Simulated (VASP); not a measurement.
# InAs (F-43m) in VASP: band structure with PBE

Aim: the band structure of InAs with PBE.

All numbers are computed with VASP 6.6.1; they aren't measurements. Logs are shortened: lines on timing, memory, paths and dates and some standing lists are left out, and cuts for length are marked.

**Experimental background.**

From a printed reference work, data compilation, for a bulk crystal of InAs at 4.2 K: band gap 0.418 eV (direct).

How close the calculation comes is told below.

### 1 Starting point

Symmetry: F-43m, No. 216, cubic system. Conventional cell: a = 6.182 Å, b = 6.182 Å, c = 6.182 Å, α = 90.00°, β = 90.00°, γ = 90.00°. In (site symmetry -43m) has 4 As at 2.68 Å as nearest neighbours. As (site symmetry -43m) is surrounded by 4 In at 2.68 Å.

### 2 Band structure, PBE

The input, POSCAR:

```
InAs                                    
1.0
    0.0000000000      3.0909963671      3.0909963671
    3.0909963671     -0.0000000000      3.0909963671
    3.0909963671      3.0909963671      0.0000000000
  In              As            
     1     1
Direct
     0.0000000000000000    0.0000000000000000    0.0000000000000000
     0.2500000000000000    0.2500000000000000    0.2500000000000000
```

The input, INCAR.step1:

```
SYSTEM = InAs
ALGO     = Normal         ! electronic algorithm
EDIFF    = 1E-7           ! SCF threshold, eV
ENCUT    = 250            ! plane-wave cutoff, eV
GGA      = PE             ! functional
ISIF     = 2              ! what is computed and relaxed
ISMEAR   = 0              ! smearing method
LASPH    = .TRUE.         ! aspherical terms in the spheres
LCHARG   = .TRUE.         ! write CHGCAR
LREAL    = .FALSE.        ! projectors in reciprocal space
LWAVE    = .FALSE.        ! write WAVECAR
NBANDS   = 16             ! bands
NELM     = 60             ! most SCF steps
PREC     = Accurate       ! precision mode
SIGMA    = 0.02           ! smearing width, eV
```

The input, KPOINTS.step1:

```
k-points
0
G
  10 10 10
  0 0 0
```

The input, INCAR.step2:

```
SYSTEM = InAs
ALGO     = Normal         ! electronic algorithm
EDIFF    = 1E-7           ! SCF threshold, eV
ENCUT    = 250            ! plane-wave cutoff, eV
GGA      = PE             ! functional
ICHARG   = 11             ! starting density
ISIF     = 2              ! what is computed and relaxed
ISMEAR   = 0              ! smearing method
LASPH    = .TRUE.         ! aspherical terms in the spheres
LCHARG   = .FALSE.        ! write CHGCAR
LREAL    = .FALSE.        ! projectors in reciprocal space
LWAVE    = .FALSE.        ! write WAVECAR
NBANDS   = 16             ! bands
NELM     = 60             ! most SCF steps
PREC     = Accurate       ! precision mode
SIGMA    = 0.05           ! smearing width, eV
```

The input, KPOINTS.step2:

```
path GXWKGLUWLK,UX
10
line-mode
reciprocal
 0.0000000000  0.0000000000  0.0000000000  G
 0.5000000000  0.0000000000  0.5000000000  X

 0.5000000000  0.0000000000  0.5000000000  X
 0.5000000000  0.2500000000  0.7500000000  W

 0.5000000000  0.2500000000  0.7500000000  W
 0.3750000000  0.3750000000  0.7500000000  K

 0.3750000000  0.3750000000  0.7500000000  K
 0.0000000000  0.0000000000  0.0000000000  G

 0.0000000000  0.0000000000  0.0000000000  G
 0.5000000000  0.5000000000  0.5000000000  L

 0.5000000000  0.5000000000  0.5000000000  L
 0.6250000000  0.2500000000  0.6250000000  U

 0.6250000000  0.2500000000  0.6250000000  U
 0.5000000000  0.2500000000  0.7500000000  W

 0.5000000000  0.2500000000  0.7500000000  W
 0.5000000000  0.5000000000  0.5000000000  L

 0.5000000000  0.5000000000  0.5000000000  L
 0.3750000000  0.3750000000  0.7500000000  K

 0.6250000000  0.2500000000  0.6250000000  U
 0.5000000000  0.0000000000  0.5000000000  X
```

Potentials or basis: VASP PAW PBE potentials, release 64 (In_d, As).

The run is started by

```sh
$ cat potpaw_PBE.64/In_d/POTCAR potpaw_PBE.64/As/POTCAR > POTCAR
$ cp INCAR.step1 INCAR
$ cp KPOINTS.step1 KPOINTS
$ mpirun -np 1 vasp_std > vasp.out
$ cp INCAR.step2 INCAR
$ cp KPOINTS.step2 KPOINTS
$ mpirun -np 1 vasp_std > vasp.out
```

OUTCAR:

```text
SYSTEM = InAs
   EDIFF = 1E-7
   ENCUT = 250
   GGA = PE
   ICHARG = 11
   ISIF = 2
   ISMEAR = 0
   LASPH = .TRUE.
   LREAL = .FALSE.
   NELM = 60
   PREC = Accurate

 ion  position               nearest neighbor table
   1  0.000  0.000  0.000-   2 2.68   2 2.68   2 2.68   2 2.68
   2  0.250  0.250  0.250-   1 2.68   1 2.68   1 2.68   1 2.68

  LATTYP: Found a face centered cubic cell.
 ALAT       =     6.1819927342

  Lattice vectors:

 A1 = (   0.0000000000,   3.0909963671,   3.0909963671)
 A2 = (   3.0909963671,   0.0000000000,   3.0909963671)
 A3 = (   3.0909963671,   3.0909963671,   0.0000000000)

Analysis of symmetry for initial positions (statically):
=====================================================================
 Subroutine PRICEL returns:
 Original cell was already a primitive cell.

 Routine SETGRP: Setting up the symmetry group for a
 face centered cubic supercell.

 Subroutine GETGRP returns: Found 24 space group operations
 (whereof 24 operations were pure point group operations)
 out of a pool of 48 trial point group operations.

The static configuration has the point symmetry T_d .

Analysis of symmetry for dynamics (positions and initial velocities):
=====================================================================
 Subroutine PRICEL returns:
 Original cell was already a primitive cell.

 Routine SETGRP: Setting up the symmetry group for a
 face centered cubic supercell.

 Subroutine GETGRP returns: Found 24 space group operations
 (whereof 24 operations were pure point group operations)
 out of a pool of 48 trial point group operations.

The dynamic configuration has the point symmetry T_d .

 Subroutine INISYM returns: Found 24 space group operations
 (whereof 24 operations are pure point group operations),
 and found     1 'primitive' translations

----------------------------------------------------------------------------------------

                                     Primitive cell

  volume of cell :      59.0644

  direct lattice vectors                    reciprocal lattice vectors
     0.000000000  3.090996367  3.090996367    -0.161760138  0.161760138  0.161760138
     3.090996367  0.000000000  3.090996367     0.161760138 -0.161760138  0.161760138
     3.090996367  3.090996367  0.000000000     0.161760138  0.161760138 -0.161760138

  length of vectors
     4.371328984  4.371328984  4.371328984     0.280176778  0.280176778  0.280176778

  position of ions in fractional coordinates (direct lattice)
     0.000000000  0.000000000  0.000000000
     0.250000000  0.250000000  0.250000000

  ion indices of the primitive-cell ions
   primitive index   ion index
                 1           1
                 2           2

----------------------------------------------------------------------------------------

 KPOINTS: path GXWKGLUWLK,UX

Interpolating k-points between supplied coordinates.

 Line segments in fractional coordinates (reciprocal lattice):
    0.000000  0.000000  0.000000  ...  0.500000  0.000000  0.500000
    0.500000  0.000000  0.500000  ...  0.500000  0.250000  0.750000
    0.500000  0.250000  0.750000  ...  0.375000  0.375000  0.750000
    0.375000  0.375000  0.750000  ...  0.000000  0.000000  0.000000
    0.000000  0.000000  0.000000  ...  0.500000  0.500000  0.500000
    0.500000  0.500000  0.500000  ...  0.625000  0.250000  0.625000
    0.625000  0.250000  0.625000  ...  0.500000  0.250000  0.750000
    0.500000  0.250000  0.750000  ...  0.500000  0.500000  0.500000
    0.500000  0.500000  0.500000  ...  0.375000  0.375000  0.750000
    0.625000  0.250000  0.625000  ...  0.500000  0.000000  0.500000

 Generated    10 points on each line segment, for a total of    100 k-points:

 Following reciprocal coordinates:
            Coordinates               Weight
  0.000000  0.000000  0.000000      0.010000
  0.055556  0.000000  0.055556      0.010000
  0.111111  0.000000  0.111111      0.010000
  0.166667  0.000000  0.166667      0.010000
  0.222222  0.000000  0.222222      0.010000
  0.277778  0.000000  0.277778      0.010000
[... 16 lines left out ...]
  0.472222  0.277778  0.750000      0.010000
  0.458333  0.291667  0.750000      0.010000
 [... further k-points ...]
   k-points           NKPTS =    100   k-points in BZ     NKDIM =    100   number of bands    NBANDS=     16
   number of dos      NEDOS =    301   number of ions     NIONS =      2
   total plane-waves  NPLWV =  13824
   dimension x,y,z NGX =    24 NGY =   24 NGZ =   24
   dimension x,y,z NGXF=    48 NGYF=   48 NGZF=   48
   ions per type =               1   1
   NGX,Y,Z   is equivalent  to a cutoff of   9.13,  9.13,  9.13 a.u.
   NGXF,Y,Z  is equivalent  to a cutoff of  18.25, 18.25, 18.25 a.u.
 SYSTEM =  InAs
   PREC   = accura    normal or accurate (medium, high low for compatibility)
   ISTART =      0    job   : 0-new  1-cont  2-samecut
   ICHARG =     11    charge: 1-file 2-atom 10-const
   ISPIN  =      1    spin polarized calculation?
   LNONCOLLINEAR =      F non collinear calculations
   LSORBIT =      F    spin-orbit coupling
   LASPH  =      T    aspherical Exc in radial PAW
   ENCUT  =  250.0 eV  18.37 Ry    4.29 a.u.   5.64  5.64  5.64*2*pi/ulx,y,z
   NELM   =     60;   NELMIN=  2; NELMDL=  0     # of ELM steps
   EDIFF  = 0.1E-06   stopping-criterion for ELM
   LREAL  =      F    real-space projection
   EDIFFG = 0.1E-05   stopping-criterion for IOM
   NSW    =      0    number of steps for IOM
   IBRION =     -1    ionic relax: 0-MD 1-quasi-New 2-CG
   NFREE  =      0    steps in history (QN), initial steepest desc. (CG)
   ISIF   =      2    stress and relaxation
   ISYM   =      2    0-nonsym 1-usesym 2-fastsym
   POTIM  = 0.5000    time-step for ionic-motion
   TEBEG  =    0.0;   TEEND  =   0.0 temperature during run
   PSTRESS=    0.0 pullay stress
   NELECT =      18.0000    total number of electrons
   NUPDOWN=      -1.0000    fix difference up-down
   EMIN   =  10.00;   EMAX   =-10.00  energy-range for DOS
   EFERMI =   0.00;   METHOD = LEGACY
   ISMEAR =     0;   SIGMA  =   0.05  broadening in eV -4-tet -1-fermi 0-gaus
   EFERMI_NEDOS =   21; number of points for ismear=-14 and -15
   IALGO  =     38    algorithm
   IMIX   =      4    mixing-type and parameters
     AMIX     =   0.40;   BMIX     =  1.00
     AMIX_MAG =   1.60;   BMIX_MAG =  1.00
  volume/ion in A,a.u.               =      29.53       199.29
  Fermi-wavevector in a.u.,A,eV,Ry     =   1.101684  2.081882 16.513505  1.213708
  Thomas-Fermi vector in A             =   2.238115
   LORBIT       =      0    0 simple, 1 ext, 2 COOP (PROOUT), +10 PAW based schemes
   GGA     = PE    functional components
   LHFCALC =     F    Hartree Fock is set to
   AEXX    =    0.0000 exact exchange contribution
   IVDW    =     0    specifies the selected vdW correction
   LEPSILON=     F    determine dielectric tensor
   LRPA    =     F    only Hartree local field effects (RPA)
 non-spin polarized calculation
 Gauss-broadening in eV      SIGMA  =   0.05
  energy-cutoff  :      250.00
  volume of cell :       59.06
 maximum number of plane-waves:       544
 NGX is ok and might be reduce to    24

 number of electron      17.9999978 magnetization

 Free energy of the ion-electron system (eV)
  ---------------------------------------------------
  ext. energy  EPLUGINS =         0.00000000
  ---------------------------------------------------
  free energy    TOTEN  =        -7.87571747 eV

  energy without entropy =       -7.87316822  energy(sigma->0) =       -7.87444285

 E-fermi :   3.8810     XC(G=0):  -8.8060

 val. band max:        3.8630382995   @ k =   0.0000   0.0000   0.0000
 cond. band min:       4.2581717638   @ k =   0.0556   0.0556   0.0556
 fundamental gap:      0.3951334644
 Fermi energy:         3.8809820065

 k-point     1 :       0.0000    0.0000    0.0000
  band No.  band energies     occupation
      1     -10.3799      2.00000
      2     -10.3799      2.00000
      3     -10.3799      2.00000
      4     -10.2772      2.00000
      5     -10.2772      2.00000
      6      -7.5937      2.00000
[... 8 lines left out ...]
     15      13.3760      0.00000
     16      13.3760      0.00000

 k-point     2 :       0.0556    0.0000    0.0556
  band No.  band energies     occupation
      1     -10.3851      2.00000
      2     -10.3780      2.00000
      3     -10.3780      2.00000
      4     -10.2779      2.00000
      5     -10.2767      2.00000
      6      -7.5554      2.00000
[... 8 lines left out ...]
     15      12.6687      0.00000
     16      13.4093      0.00000

 k-point     3 :       0.1111    0.0000    0.1111
  band No.  band energies     occupation
      1     -10.3998      2.00000
      2     -10.3725      2.00000
      3     -10.3725      2.00000
      4     -10.2798      2.00000
      5     -10.2751      2.00000
      6      -7.4425      2.00000
[... 8 lines left out ...]
     15      12.1249      0.00000
     16      13.5086      0.00000

 k-point     4 :       0.1667    0.0000    0.1667
  band No.  band energies     occupation
      1     -10.4212      2.00000
      2     -10.3641      2.00000
      3     -10.3641      2.00000
      4     -10.2832      2.00000
      5     -10.2727      2.00000
      6      -7.2609      2.00000
[... 8 lines left out ...]
     15      12.9856      0.00000
     16      13.6727      0.00000
[... 324 lines left out ...]
 k-point    22 :       0.4861    0.2639    0.7500
  band No.  band energies     occupation
      1     -10.5052      2.00000
      2     -10.3407      2.00000
      3     -10.3203      2.00000
      4     -10.2897      2.00000
      5     -10.2700      2.00000
      6      -5.8100      2.00000
[... 8 lines left out ...]
     15      15.0605      0.00000
     16      15.3257      0.00000

 k-point    23 :       0.4722    0.2778    0.7500
  band No.  band energies     occupation
      1     -10.5053      2.00000
      2     -10.3402      2.00000
      3     -10.3205      2.00000
      4     -10.2900      2.00000
      5     -10.2696      2.00000
      6      -5.8162      2.00000
[... 8 lines left out ...]
     15      14.8685      0.00000
     16      15.4095      0.00000

 k-point    24 :       0.4583    0.2917    0.7500
  band No.  band energies     occupation
      1     -10.5056      2.00000
      2     -10.3395      2.00000
      3     -10.3210      2.00000
      4     -10.2905      2.00000
      5     -10.2692      2.00000
      6      -5.8248      2.00000
[... 8 lines left out ...]
     15      14.6391      0.00000
     16      15.5465      0.00000

 [... further k-points ...]

------------------------ aborting loop because EDIFF is reached ----------------------------------------

  FORCE on cell =-STRESS in cart. coord.  units (eV):
  Direction    XX          YY          ZZ          XY          YZ          ZX
  --------------------------------------------------------------------------------------
  -------------------------------------------------------------------------------------
  Total        0.0065391      0.0065391      0.0065391     -0.0000000     -0.0000000     -0.0000000
  in kB        0.1773781      0.1773781      0.1773781     -0.0000000     -0.0000000     -0.0000000
  external PRESSURE =       0.1773781 kB  Pullay stress =       0.0000000 kB

 VOLUME and BASIS-vectors are now :
 -----------------------------------------------------------------------------
  energy-cutoff  :      250.00
  volume of cell :       59.06
      direct lattice vectors                 reciprocal lattice vectors
     0.000000000  3.090996367  3.090996367    -0.161760138  0.161760138  0.161760138
     3.090996367  0.000000000  3.090996367     0.161760138 -0.161760138  0.161760138
     3.090996367  3.090996367  0.000000000     0.161760138  0.161760138 -0.161760138

 POSITION                                       TOTAL-FORCE (eV/Angst)
 -----------------------------------------------------------------------------------
      0.00000      0.00000      0.00000         0.000000      0.000000      0.000000
      1.54550      1.54550      1.54550        -0.000000     -0.000000     -0.000000
 -----------------------------------------------------------------------------------
    total drift:                                0.000000      0.000000      0.000000

  FREE ENERGIE OF THE ION-ELECTRON SYSTEM (eV)
  ---------------------------------------------------
  free  energy   TOTEN  =        -7.8757174713 eV

  energy  without entropy=       -7.8731682246  energy(sigma->0) =       -7.87444285
```

Run time: 23 s. Hardware: 1 thread of Intel Xeon Platinum 8259CL at 2.50GHz (Skylake/Cascade Lake), shared host; peak memory 0.15 GiB.

Results:

```yaml
Band_gap_along_the_path: none (metal or under the smearing width)
```

Levels at the corners of the path, in eV from the Fermi level:
```csv
point,band 5,band 6,band 7,band 8,band 9,band 10,band 11,band 12,band 13,band 14
Γ,-14.15,-11.46,-0.54,-0.01,-0.01,-0.01,3.87,3.87,3.87,7.28
X,-14.13,-9.71,-5.57,-2.12,-2.12,1.65,2.03,8.76,8.81,8.81
X,-14.13,-9.71,-5.57,-2.12,-2.12,1.65,2.03,8.76,8.81,8.81
W,-14.14,-9.68,-5.45,-2.69,-2.60,3.92,4.26,4.81,6.04,9.34
W,-14.14,-9.68,-5.45,-2.69,-2.60,3.92,4.26,4.81,6.04,9.34
K,-14.14,-9.73,-5.45,-2.98,-1.77,2.11,4.11,7.02,7.16,7.50
K,-14.14,-9.73,-5.45,-2.98,-1.77,2.11,4.11,7.02,7.16,7.50
Γ,-14.15,-11.46,-0.54,-0.01,-0.01,-0.01,3.87,3.87,3.87,7.28
Γ,-14.15,-11.46,-0.54,-0.01,-0.01,-0.01,3.87,3.87,3.87,7.28
L,-14.14,-10.19,-5.45,-0.90,-0.90,0.81,4.63,4.63,6.75,8.70
L,-14.14,-10.19,-5.45,-0.90,-0.90,0.81,4.63,4.63,6.75,8.70
U,-14.14,-9.73,-5.45,-2.98,-1.77,2.11,4.11,7.02,7.16,7.50
U,-14.14,-9.73,-5.45,-2.98,-1.77,2.11,4.11,7.02,7.16,7.50
W,-14.14,-9.68,-5.45,-2.69,-2.60,3.92,4.26,4.81,6.04,9.34
W,-14.14,-9.68,-5.45,-2.69,-2.60,3.92,4.26,4.81,6.04,9.34
L,-14.14,-10.19,-5.45,-0.90,-0.90,0.81,4.63,4.63,6.75,8.70
L,-14.14,-10.19,-5.45,-0.90,-0.90,0.81,4.63,4.63,6.75,8.70
K,-14.14,-9.73,-5.45,-2.98,-1.77,2.11,4.11,7.02,7.16,7.50
U,-14.14,-9.73,-5.45,-2.98,-1.77,2.11,4.11,7.02,7.16,7.50
X,-14.13,-9.71,-5.57,-2.12,-2.12,1.65,2.03,8.76,8.81,8.81
```

Caveat: the cutoff is under 1.25 times the usual one of these potentials, so pressure, stress and relaxed cells hold a basis-set (Pulay) error; the log is that of the step along the path at fixed density, whose energy, stress, charges and moments have no meaning; spin-orbit coupling is left out, which moves the levels of the heavy elements; this crystal is a semiconductor, whose small gap the functional closes, so the metal is an error of the method.

### 3 Against experiment

Step 2. Measured gap of InAs: 0.418 eV (direct; 4.2 K; a printed reference work, data compilation). This calculation gives 0.00 eV (-0.42 eV). Spin-orbit coupling on As, In is left out. The value is that of PBE, without temperature or zero-point motion. Semilocal functionals fall short of measured gaps as a rule.
